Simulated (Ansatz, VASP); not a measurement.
## MgO in VASP and in Ansatz

```
CELL_PARAMETERS angstrom
0.00000 1.96104 1.96104
1.96104 0.00000 1.96104
1.96104 1.96104 0.00000
ATOMIC_POSITIONS crystal
Mg 0.00000 0.00000 0.00000
O 0.50000 0.50000 0.50000
```

Alike in both runs: functional PBE; k mesh 10 × 10 × 10; occupations gaussian, width 0.02 eV; no spin polarisation.

Ansatz relaxed the structure, and its values are those at the end. VASP's run is a single point on that final structure, the one shown.

```csv
,VASP,Ansatz
version,VASP 6.6.1,Ansatz 0.2.0
potentials or method,"VASP PAW PBE potentials, release 64 (Mg, O)","scalar-relativistic, plane waves, PAW"
plane-wave cutoff (eV),520,420
valence electrons in the cell,8,16
```

```tsv
	VASP	Ansatz	Ansatz less VASP
gap on the k mesh at the Fermi level (eV)	7.11	7.11	+0.002
least direct gap on the mesh (eV)	7.11	7.11	+0.002
```

The two sets of potentials don't hold the same shells in valence.
